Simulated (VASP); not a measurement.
# LiH (CsCl): one PBE single-point calculation in two programs

```
CELL_PARAMETERS angstrom
2.50166 0.00000 0.00000
0.00000 2.50166 0.00000
0.00000 0.00000 2.50166
ATOMIC_POSITIONS crystal
Li 0.00000 0.00000 0.00000
H 0.50000 0.50000 0.50000
```

The two codes use different PAW datasets and cutoffs. VASP's cell holds 4 valence electrons and Ansatz's 4. Ansatz's stress includes a Pulay correction; VASP's doesn't. Ansatz solved a whole band path, VASP its corner points and band edges.

Cutoffs: 520 eV in VASP, 420 eV in Ansatz. k meshes: 10×10×10 and 10×10×10.

```csv
,VASP,Ansatz
gap between bands v and c,0.73 eV,0.71 eV
least direct gap,4.21 eV,4.22 eV
pressure,0.1 GPa,0.2 GPa
```

Band v is the last that the valence electrons fill when counted band by band, and c is the next. Levels in eV from the top of v, Ansatz:

```csv
point,v−1,v,c,c+1
Γ,-48.10,-8.84,11.96,11.96
X,-48.05,-6.59,0.71,11.43
M,-48.00,-2.67,1.54,1.54
R,-47.95,0.00,6.42,6.42
```

VASP:

```
point     v−1      v      c    c+1
    Γ  -48.12  -8.83  11.97  11.97
    X  -48.07  -6.59   0.73  11.43
    M  -48.02  -2.67   1.54   1.54
    R  -47.98   0.00   6.42   6.42
```
